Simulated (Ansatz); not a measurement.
# ZnO: further runs on a relaxed guess

Aim: for this structure of ZnO, repeat the electronic structure at other levels of theory and measure the bulk modulus from energies at several volumes.

Program: Ansatz 0.2.0. Level of theory: DFT PBE, scalar-relativistic, plane waves, PAW, unless a step names another level. These are calculated values, not measurements.

1 further run of the same task is left out (set aside as unsound or not needed).

### 1 The starting structure

It takes space group Fm-3m (No. 225, cubic). Conventional cell: a = 4.330 Å, b = 4.330 Å, c = 4.330 Å, α = 90.00°, β = 90.00°, γ = 90.00°. Zn (site symmetry m-3m) is surrounded by 6 O at 2.16 Å. O (site symmetry m-3m) has 6 Zn at 2.16 Å as nearest neighbours.

Structure file:

```
Zn O
1.0
     0.00000    2.16486    2.16486
     2.16486    0.00000    2.16486
     2.16486    2.16486    0.00000
Zn O
1 1
Direct
  0.00000 0.00000 0.00000
  0.50000 0.50000 0.50000
```

It is the end of an earlier relaxation with the same method, from a generated guess; it is a trial structure. At a tolerance of 0.02 Å it has space group Fm-3m (No. 225); it has 10.15 Å³/atom, an uncorrected energy of -1.27 eV/atom over the elements and, on its mesh, gap 0.75 eV.

### 2 Level of theory: LDA

File input.yaml:

```yaml
crystal:
  lattice:
    - [0.0, 2.1648613428, 2.1648613428]
    - [2.1648613428, 0.0, 2.1648613428]
    - [2.1648613428, 2.1648613428, 0.0]
  atoms:
    - { symbol: Zn, position: [0.0, 0.0, 0.0] }
    - { symbol: O, position: [0.5, 0.5, 0.5] }
basis:
  ecutwfc: 420
kpoints:
  mp_grid: { grid: [12, 12, 12] }
  band_path:
    path:
      - [[0.0, 0.0, 0.0], [0.5, 0.0, 0.5], [0.625, 0.25, 0.625]]
      - [[0.375, 0.375, 0.75], [0.0, 0.0, 0.0], [0.5, 0.5, 0.5], [0.5, 0.25, 0.75], [0.5, 0.0, 0.5]]
    npoints: 14
hamiltonian:
  xc: lda
scf:
  occupations: { method: gaussian, width: 0.02 }
  n_extra_bands: 6
output:
  forces: true
  stress: true
  eigenvalues: true
  populations: true
  dos: { projected: true, de: 0.02, nscf_kmesh: { grid: [18, 18, 18] } }
  bader: true
  write_density: true
  write_potential: true
  elf: true
  volumetric_format: npy
```

On the command line:

```bash
$ ansatz run input.yaml --threads 1 --pin off --max-ram 2560MiB --backend cpu --events-out ev --progress --plain --runs-dir out
```

Output:

```text
Warning: RAYON_NUM_THREADS=1 ignored (pool sized by the plan → 1); use --threads N
scf.n_extra_bands = 6 over 9 filled bands (N_el = 18.0): the run solves 15 bands
Engine: ansatz 0.2.0, aarch64-unknown-linux-gnu
Pseudopotentials: kind: paw
Pseudopotential: Zn, paw, valence charge 12, recommended cutoff 420 eV (normal), Zn.paw.azcp
Pseudopotential: O, paw, valence charge 6, recommended cutoff 420 eV (normal), O.paw.azcp
Functional definition: SPW92
  exchange = slater_x
  correlation = pw_c
Crystal: 2 atoms, lattice volume = 20.292 Å³
Basis set: ecut = 420 eV, 411 PW (Γ)
Bands: 15, of which v1, the nominal top of the filled ones, is band 9 counted from 1 (8 counted from 0)
Symmetry: 48 space group operations
Space group: Fm-3m (ITA 225), of the structure as read, at distance tolerance 2.7e-5 Å
k-points: 72 of 1728
Non-local potential: Zn, projectors of the file, l = 0: 2, l = 1: 2, l = 2: 3, l = 3: 1
Non-local potential: O, projectors of the file, l = 0: 2, l = 1: 2, l = 2: 1
PAW form: soft (Blöchl's): semilocal exchange-correlation on the pseudo side does not see the compensation charge
PAW frozen core: Zn, regenerated for the run's functional, and the local potential with it (the file was generated under x = pbe(κ = 0.804, μ = 0.2195149727645171), c = pbe(β = 0.06672455060314922))
PAW frozen core: O, regenerated for the run's functional, and the local potential with it (the file was generated under x = pbe(κ = 0.804, μ = 0.2195149727645171), c = pbe(β = 0.06672455060314922))
PAW one-centre angular grid: Zn, 590 points (default); XC on 64 Gauss nodes
PAW one-centre angular grid: O, 110 points (default); XC on 64 Gauss nodes
Initial density: superposition of atomic densities (neutral atoms: chi_scale 0, normalization atom), corrected by the library's trained network
Initial wavefunctions: pseudopotential atomic-orbital guess
Functional: x = slater, c = lda
SCF iter   1: F=—  HF=-3801.691061 eV  |F-HF|=—  |Δ(HF+E_count)|=         —  Δρ=1.89e-2  dr2=6.23e-2  ethr=1.77e-3  ⟨swp⟩=5.1  Hψ=5485  notcnv=0
preconditioner: auto → none  [insulator: Δε(μ)=0.561 eV  Ē_g=18.919 eV  σ=0.020 eV  W_gap=1.00  n_scr=8 (ndim 8)  ℏωp=35.0 eV  f_vac=0.000  D(μ)=0.00/eV (n_scr^D=0)  ε∞_Penn≈4.4]
SCF iter   2: F=—  HF=-3801.677108 eV  |F-HF|=—  |Δ(HF+E_count)|=   1.40e-2  Δρ=6.85e-3  dr2=1.06e-2  ethr=3.46e-4  ⟨swp⟩=2.0  Hψ=1958  notcnv=0  defer=100
SCF iter   3: F=—  HF=-3801.674949 eV  |F-HF|=—  |Δ(HF+E_count)|=   2.16e-3  Δρ=3.79e-3  dr2=1.27e-3  ethr=5.89e-5  ⟨swp⟩=2.1  Hψ=1735  notcnv=0  defer=108
SCF iter   4: F=—  HF=-3801.674197 eV  |F-HF|=—  |Δ(HF+E_count)|=   7.51e-4  Δρ=7.56e-4  dr2=4.28e-5  ethr=7.04e-6  ⟨swp⟩=2.0  Hψ=2058  notcnv=0  defer=108
SCF iter   5: F=—  HF=-3801.674190 eV  |F-HF|=—  |Δ(HF+E_count)|=   7.85e-6  Δρ=8.85e-5  dr2=6.68e-7  ethr=2.38e-7  ⟨swp⟩=2.4  Hψ=1642  notcnv=0  defer=108
SCF iter   6: F=-3801.674190 eV  HF=-3801.674190 eV  |F-HF|=2.97e-8  |Δ(HF+E_count)|=   2.33e-8  Δρ=1.46e-5  dr2=3.19e-8  ethr=5.56e-10  ⟨swp⟩=10.4  Hψ=7081  notcnv=0
SCF 1 converged in 6 iterations: F = -3801.674190 eV  dr2 = 3.19e-8
NSCF: frozen V_eff on 86 k-points
NSCF: frozen V_eff on 195 k-points
SCF converged after 6 iterations
Free energy (F): -3801.674190 eV
Harris-Foulkes:  -3801.674190 eV  (|F-HF|=2.97e-8)
Internal energy: -3801.674190 eV  (E = F + TS)
E sigma→0 (E₀):  -3801.674190 eV
Fermi energy:    9.369240 eV
--- Per-component energies (eV) ---
  E_band       = 63.877987
  E_kinetic    = 304.405512
  E_local      = -1740.365975  (includes V_loc(G=0)·N_el)
  E_nonlocal   = 673.529398
  E_hartree    = 708.305909
  E_xc         = -206.504066
  E_vxc        = -144.990134  (∫ρ·V_xc dr)
  E_paw        = -1909.422804  (= ΣΔE_a)
  E_vpaw       = -445.312582  (= ΣTr[D̂ρ^β])
  E_aug_tail   = 0.002095  (compensation charges beyond the density's cutoff)
  E_ewald      = -1633.278321
  E_core_change = 1.654063  (= ΣΔE_core)
  E_smearing   = -0.000000  (= −TS)
  E_closure    = -0.000000  (closes the sum)
  Σ components = -3801.674190   (vs F -3801.674190, Δ=0.00e0)
--- Forces (eV/Å), atoms counted from 1 ---
  atom   1  Zn    -0.00000000     0.00000000    -0.00000000
  atom   2  O      0.00000000    -0.00000000     0.00000000
  max |Σ_I F_I| component: 1.28e-29 eV/Å
--- Stress (GPa, compression-positive) ---
      -14.133234       0.000000       0.000000
        0.000000     -14.133234       0.000000
       -0.000000       0.000000     -14.133234
  P = ⅓ Tr σ = -14.1332 GPa (-141.332 kbar)
--- Band table (eV; the first three rows and the last of 72) ---
  k-point 0: bands = ["-9.0024", "4.0929", "4.0929", "4.0929", "4.2938", "4.2938", "7.7671", "7.7671", "7.7671", "9.7250", "26.5912", "26.5912", "26.5912", "26.9136", "27.6271"]
  k-point 1: bands = ["-8.9270", "4.0481", "4.0929", "4.0929", "4.2307", "4.2307", "7.1012", "7.8676", "7.8676", "10.4507", "24.2451", "25.9607", "25.9607", "27.2467", "27.8538"]
  k-point 2: bands = ["-8.7130", "3.8482", "3.9482", "3.9482", "4.2237", "4.2237", "6.1323", "8.1212", "8.1212", "11.6521", "21.9487", "24.6835", "24.6835", "27.1580", "28.4696"]
  k-point 71: bands = ["-7.4563", "3.4384", "3.5218", "3.5218", "4.5942", "4.7940", "5.6531", "5.6531", "6.8788", "15.4502", "19.2019", "19.2019", "20.6473", "29.4665", "29.4665"]
--- Löwdin populations: 2 sites ---
  site symbol       q [e]
     0     Zn     10.6267
     1      O      7.2013
  spilling = 0.009556 (of n_electrons = 18.000000)
--- Bader charges: 2 sites ---
  site symbol  charge [e]  shift [e]
     0     Zn      1.2254     0.0041
     1      O     -1.2254     0.0041
  estimated error of the sums over rays = 3.4e-4 e
```

It took 13 s on 1 thread of Arm Neoverse V2, shared host; peak memory 0.29 GiB.

Site by site:

```
atom  Löwdin electrons  Bader charge (e)  Bader volume (Å³)
 Zn1             10.63             +1.23                9.2
  O2              7.20             -1.23               11.1
```

The Löwdin counts miss 0.17 of the 18 electrons, which the atomic orbitals do not span, so they are no charges.

bands.tsv at the labelled points (eV, zero at the valence-band top; the bands nearest the gap):

```tsv
point	band 6	band 7	band 8	band 9	band 10
Γ	-4.72	-1.25	-1.25	-1.25	0.71
X	-4.42	-4.12	-2.63	-2.63	3.86
U	-4.48	-3.67	-3.11	-1.40	5.68
K	-4.48	-3.67	-3.11	-1.40	5.68
Γ	-4.72	-1.25	-1.25	-1.25	0.71
L	-4.52	-3.68	0.00	0.00	5.29
W	-4.22	-3.36	-3.36	-2.13	6.44
X	-4.42	-4.12	-2.63	-2.63	3.86
```

Highest filled and lowest empty level along the path:

```
distance (1/Å)  highest filled (eV)  lowest empty (eV)
          0.00                -1.25               0.71
          0.41                -1.39               2.83
          0.83                -1.88               4.89
          1.24                -2.51               4.12
          1.52                -2.59               3.91
          1.67                -2.32               4.29
          1.82                -1.89               4.92
          1.96                -1.40               5.68
          2.29                -0.42               7.39
          2.73                -0.12               4.90
          3.17                -0.88               2.16
          3.59                -1.23               0.88
          3.95                -0.85               2.81
          4.31                -0.32               4.55
          4.67                -0.01               5.27
          4.98                -0.13               5.80
          5.27                -0.73               7.41
          5.57                -1.69               6.64
          5.84                -2.14               6.39
          6.05                -2.22               5.53
          6.25                -2.42               4.46
          6.46                -2.62               3.89
```

Counts of states by energy window (eV from the valence-band top), total and by projection:

```
from  to  total  Zn 4s  Zn 3d  O 2p
  -8  -7   0.03   0.01   0.01  0.01
  -7  -6   1.22   0.16   0.54  0.50
  -6  -5   4.45   0.04   3.43  0.94
  -5  -4   4.33   0.00   4.22  0.08
  -4  -3   1.93   0.18   1.00  0.67
  -3  -2   1.13   0.04   0.23  0.80
  -2  -1   1.56   0.02   0.26  1.23
  -1   0   1.34   0.00   0.25  1.06
   0   1   0.00   0.00   0.00  0.00
   1   2   0.02   0.01   0.00  0.00
   2   3   0.05   0.02   0.00  0.01
   3   4   0.10   0.05   0.00  0.03
   4   5   0.36   0.23   0.00  0.08
   5   6   0.69   0.39   0.00  0.14
```

Below -8 eV lie 2 or so more states.

The maps below are laid out on this run's own conventional cell (a, b, c = 4.330, 4.330, 4.330 Å).

Density in a lattice plane of the grid's cell (edges 4.33 and 4.33 Å, at 0.000 of the third edge), which holds Zn and O.

Values in e/Å³, 12 rows by 12 columns:
```
12.90  4.28  0.73  0.33  0.81  2.84  4.86  2.83  0.81  0.33  0.72  4.28
 1.20  0.73  0.29  0.19  0.34  0.81  1.24  0.81  0.34  0.19  0.29  0.72
 0.43  0.33  0.19  0.13  0.19  0.33  0.43  0.33  0.19  0.13  0.19  0.33
 1.24  0.81  0.34  0.19  0.29  0.73  1.20  0.72  0.29  0.19  0.34  0.81
 4.86  2.84  0.81  0.33  0.73  4.28 12.90  4.28  0.72  0.33  0.81  2.83
 7.61  4.86  1.24  0.43  1.20 12.90 46.34 12.90  1.20  0.43  1.24  4.86
 4.86  2.83  0.81  0.33  0.72  4.28 12.90  4.28  0.73  0.33  0.81  2.84
 1.24  0.81  0.34  0.19  0.29  0.72  1.20  0.73  0.29  0.19  0.34  0.81
 0.43  0.33  0.19  0.13  0.19  0.33  0.43  0.33  0.19  0.13  0.19  0.33
 1.20  0.72  0.29  0.19  0.34  0.81  1.24  0.81  0.34  0.19  0.29  0.73
12.90  4.28  0.72  0.33  0.81  2.83  4.86  2.84  0.81  0.33  0.73  4.28
46.34 12.90  1.20  0.43  1.24  4.86  7.61  4.86  1.24  0.43  1.20 12.90
```
Columns run along the first of these edges and rows up along the second, over one cell in 12 and 12 even steps from the bottom left corner. Atoms in the plane (fractional): Zn at (0.00, 0.00), Zn at (0.50, 0.50), O at (0.00, 0.50), O at (0.50, 0.00).

ELF in the same plane.

Values, 12 rows by 12 columns:
```
0.00 0.03 0.13 0.21 0.69 0.79 0.68 0.79 0.69 0.21 0.13 0.03
0.11 0.13 0.12 0.14 0.43 0.69 0.76 0.69 0.43 0.14 0.12 0.13
0.23 0.21 0.14 0.09 0.14 0.21 0.23 0.21 0.14 0.09 0.14 0.21
0.76 0.69 0.43 0.14 0.12 0.13 0.11 0.13 0.12 0.14 0.43 0.69
0.68 0.79 0.69 0.21 0.13 0.03 0.00 0.03 0.13 0.21 0.69 0.79
0.23 0.68 0.76 0.23 0.11 0.00 0.00 0.00 0.11 0.23 0.76 0.68
0.68 0.79 0.69 0.21 0.13 0.03 0.00 0.03 0.13 0.21 0.69 0.79
0.76 0.69 0.43 0.14 0.12 0.13 0.11 0.13 0.12 0.14 0.43 0.69
0.23 0.21 0.14 0.09 0.14 0.21 0.23 0.21 0.14 0.09 0.14 0.21
0.11 0.13 0.12 0.14 0.43 0.69 0.76 0.69 0.43 0.14 0.12 0.13
0.00 0.03 0.13 0.21 0.69 0.79 0.68 0.79 0.69 0.21 0.13 0.03
0.00 0.00 0.11 0.23 0.76 0.68 0.23 0.68 0.76 0.23 0.11 0.00
```
Columns run along the first of these edges and rows up along the second, over one cell in 12 and 12 even steps from the bottom left corner. Atoms in the plane (fractional): Zn at (0.00, 0.00), Zn at (0.50, 0.50), O at (0.00, 0.50), O at (0.50, 0.00).

Both are smooth fields of the valence electrons: close to the nuclei they are not physical.

Maxima of ELF outside the ion cores: 0.82 in the shell around O, 0.6 Å from O.

### 3 Comparison of the levels of theory

```
level  gap (eV)  pressure (GPa)  CPU time  against the first
  PBE      0.75             0.0      13 s                × 1
  LDA      0.71           -14.1      13 s                × 1
```

All at the geometry relaxed with the first.

### 4 Point at V/V0 = 0.97

File input.yaml:

```yaml
crystal:
  lattice:
    - [0.0, 2.1429925613, 2.1429925613]
    - [2.1429925613, 0.0, 2.1429925613]
    - [2.1429925613, 2.1429925613, 0.0]
  atoms:
    - { symbol: Zn, position: [0.0, 0.0, 0.0] }
    - { symbol: O, position: [0.5, 0.5, 0.5] }
basis:
  ecutwfc: 420
kpoints:
  mp_grid: { grid: [12, 12, 12] }
hamiltonian:
  xc: pbe
scf:
  occupations: { method: gaussian, width: 0.02 }
output:
  forces: true
  stress: true
  eigenvalues: true
```

On the command line:

```bash
$ ansatz run input.yaml --threads 1 --pin off --max-ram 2560MiB --backend cpu --events-out ev --progress --plain --runs-dir out
```

Output, cut to the lines that bear on the results:

```text
Warning: RAYON_NUM_THREADS=1 ignored (pool sized by the plan → 1); use --threads N
[...]
[... 3 set-up lines as earlier in the session ...]
Functional definition: PBE
[...]
Crystal: 2 atoms, lattice volume = 19.683 Å³
Basis set: ecut = 420 eV, 387 PW (Γ), exchange–correlation on 48×48×48 points (8 copies of the dense FFT grid, shifted against one another)
Bands: 13, of which v1, the nominal top of the filled ones, is band 9 counted from 1 (8 counted from 0)
[... 2 set-up lines as earlier in the session ...]
k-points: 72 of 1728
[...]
SCF iter   1: F=—  HF=-3886.530676 eV  |F-HF|=—  |Δ(HF+E_count)|=         —  Δρ=1.75e-3  dr2=2.63e-4  ethr=1.77e-3  ⟨swp⟩=5.0  Hψ=4949  notcnv=0
[...]
SCF iter   6: F=-3886.531200 eV  HF=-3886.531200 eV  |F-HF|=3.30e-10  |Δ(HF+E_count)|=   2.82e-8  Δρ=3.56e-6  dr2=1.57e-9  ethr=5.56e-10  ⟨swp⟩=4.0  Hψ=2999  notcnv=0
[...]
SCF converged after 6 iterations
Free energy (F): -3886.531200 eV
[...]
E sigma→0 (E₀):  -3886.531200 eV
Fermi energy:    10.412272 eV
[...]
--- Forces (eV/Å), atoms counted from 1 ---
  atom   1  Zn    -0.00000000    -0.00000000     0.00000000
  atom   2  O      0.00000000    -0.00000000     0.00000000
[...]
--- Stress (GPa, compression-positive) ---
        5.435663       0.000000      -0.000000
       -0.000000       5.435663      -0.000000
       -0.000000       0.000000       5.435663
  P = ⅓ Tr σ = 5.4357 GPa (54.357 kbar)
--- Band table (eV; the first three rows and the last of 72) ---
  k-point 0: bands = ["-8.5656", "5.0865", "5.0865", "5.0865", "5.2970", "5.2970", "8.6141", "8.6141", "8.6141", "10.8565", "27.8610", "27.8610", "27.8610"]
[...]
```

Run time: 1.1 s. Hardware: 1 thread of Arm Neoverse V2, shared host; peak memory 0.28 GiB.

### 5 The cell scaled to 1.03 of its volume

Changes to input.yaml since step 4:

```diff
@@ -2,5 +2,5 @@
   lattice:
-    - [0.0, 2.1429925613, 2.1429925613]
-    - [2.1429925613, 0.0, 2.1429925613]
-    - [2.1429925613, 2.1429925613, 0.0]
+    - [0.0, 2.1862970076, 2.1862970076]
+    - [2.1862970076, 0.0, 2.1862970076]
+    - [2.1862970076, 2.1862970076, 0.0]
   atoms:
```

On the command line:

```bash
$ ansatz run input.yaml --threads 1 --pin off --max-ram 2560MiB --backend cpu --events-out ev --progress --plain --runs-dir out
```

Output, cut to the lines that bear on the results:

```text
[...]
SCF converged after 6 iterations
Free energy (F): -3886.532337 eV
[...]
E sigma→0 (E₀):  -3886.532337 eV
Fermi energy:    9.260893 eV
[...]
--- Forces (eV/Å), atoms counted from 1 ---
  atom   1  Zn    -0.00000000     0.00000000     0.00000000
  atom   2  O      0.00000000    -0.00000000     0.00000000
[...]
--- Stress (GPa, compression-positive) ---
       -4.539932      -0.000000      -0.000000
       -0.000000      -4.539932      -0.000000
       -0.000000      -0.000000      -4.539932
  P = ⅓ Tr σ = -4.5399 GPa (-45.399 kbar)
--- Band table (eV; the first three rows and the last of 72) ---
  k-point 0: bands = ["-9.0588", "4.1535", "4.1535", "4.1535", "4.3387", "4.3387", "7.8085", "7.8085", "7.8085", "9.5721", "26.4958", "26.4958", "26.4958"]
[...]
```

Run time: 1.2 s. Hardware: 1 thread of Arm Neoverse V2, shared host; peak memory 0.28 GiB.

### 6 Variant: dispersion d3bj, preconditioner kerker_dos

Changes to input.yaml since step 5:

```diff
@@ -14,7 +14,9 @@
   xc: pbe
+  dispersion: d3bj
 scf:
   occupations: { method: gaussian, width: 0.02 }
+  mixing: { preconditioner: kerker_dos }
 output:
   forces: true
+  eigenvalues: true
   stress: true
-  eigenvalues: true
```

On the command line:

```bash
$ ansatz run input.yaml --threads 1 --pin off --max-ram 2560MiB --backend cpu --events-out ev --progress --plain --runs-dir out
```

Output, cut to the lines that bear on the results:

```text
Warning: RAYON_NUM_THREADS=1 ignored (pool sized by the plan → 1); use --threads N
[...]
[... 4 set-up lines as earlier in the session ...]
[...]
Crystal: 2 atoms, lattice volume = 20.901 Å³
Basis set: ecut = 420 eV, 411 PW (Γ), exchange–correlation on 48×48×48 points (8 copies of the dense FFT grid, shifted against one another)
Bands: 13, of which v1, the nominal top of the filled ones, is band 9 counted from 1 (8 counted from 0)
[... 1 set-up line as earlier in the session ...]
Space group: Fm-3m (ITA 225), of the structure as read, at distance tolerance 2.8e-5 Å
k-points: 72 of 1728
[...]
SCF iter   1: F=—  HF=-3887.041202 eV  |F-HF|=—  |Δ(HF+E_count)|=         —  Δρ=1.72e-3  dr2=2.79e-4  ethr=1.77e-3  ⟨swp⟩=5.2  Hψ=4951  notcnv=0
[...]
SCF iter   6: F=-3887.041733 eV  HF=-3887.041733 eV  |F-HF|=4.41e-10  |Δ(HF+E_count)|=   9.23e-8  Δρ=1.07e-5  dr2=1.62e-8  ethr=5.56e-10  ⟨swp⟩=4.0  Hψ=3093  notcnv=0
[...]
SCF converged after 6 iterations
Free energy (F): -3887.041733 eV
[...]
E sigma→0 (E₀):  -3887.041733 eV
Fermi energy:    9.260818 eV
[...]
--- Forces (eV/Å), atoms counted from 1 ---
  atom   1  Zn    -0.00000000     0.00000000    -0.00000000
  atom   2  O      0.00000000    -0.00000000    -0.00000000
[...]
--- Stress (GPa, compression-positive) ---
       -8.489657      -0.000000      -0.000000
       -0.000000      -8.489657      -0.000000
       -0.000000       0.000000      -8.489657
  P = ⅓ Tr σ = -8.4897 GPa (-84.897 kbar)
--- Band table (eV; the first three rows and the last of 72) ---
  k-point 0: bands = ["-9.0589", "4.1536", "4.1536", "4.1536", "4.3388", "4.3388", "7.8083", "7.8083", "7.8083", "9.5721", "26.4958", "26.4958", "26.4958"]
[...]
```

Run time: 1.2 s. Hardware: 1 thread of Arm Neoverse V2, shared host; peak memory 0.28 GiB.

```
    run     ending                                     energy change  pressure (GPa)  gap (eV)  force (eV/Å)  cycles   time
 step 5  converged                                                 0            -4.5      0.62          0.00       6  1.2 s
variant  converged  -254.7 meV/atom (offset of the dispersion model)            -8.5      0.62          0.00       6  1.2 s
```

Changing the dispersion term and mixing moves the energy by -254.7 meV/atom, and the pressure goes from -4.5 to -8.5 GPa. The dispersion term adds attraction between atoms and pulls the pressure down.

### 7 The cell scaled to 0.94 of its volume

Changes to input.yaml since step 5:

```diff
@@ -2,5 +2,5 @@
   lattice:
-    - [0.0, 2.1862970076, 2.1862970076]
-    - [2.1862970076, 0.0, 2.1862970076]
-    - [2.1862970076, 2.1862970076, 0.0]
+    - [0.0, 2.1206680987, 2.1206680987]
+    - [2.1206680987, 0.0, 2.1206680987]
+    - [2.1206680987, 2.1206680987, 0.0]
   atoms:
```

On the command line:

```bash
$ ansatz run input.yaml --threads 1 --pin off --max-ram 2560MiB --backend cpu --events-out ev --progress --plain --runs-dir out
```

Output, cut to the lines that bear on the results:

```text
[...]
SCF converged after 6 iterations
Free energy (F): -3886.498650 eV
[...]
E sigma→0 (E₀):  -3886.498650 eV
Fermi energy:    11.049392 eV
[...]
--- Forces (eV/Å), atoms counted from 1 ---
  atom   1  Zn    -0.00000000     0.00000000    -0.00000000
  atom   2  O      0.00000000    -0.00000000    -0.00000000
[...]
--- Stress (GPa, compression-positive) ---
       11.812596      -0.000000      -0.000000
        0.000000      11.812596       0.000000
       -0.000000      -0.000000      11.812596
  P = ⅓ Tr σ = 11.8126 GPa (118.126 kbar)
--- Band table (eV; the first three rows and the last of 72) ---
  k-point 0: bands = ["-8.2995", "5.5907", "5.5907", "5.5907", "5.8158", "5.8158", "9.0561", "9.0561", "9.0561", "11.5670", "28.6059", "28.6059", "28.6059"]
[...]
```

Wall time 1.1 s (1 thread of Arm Neoverse V2, shared host); peak memory 0.28 GiB.

(Part 1 of 2 ends here.)
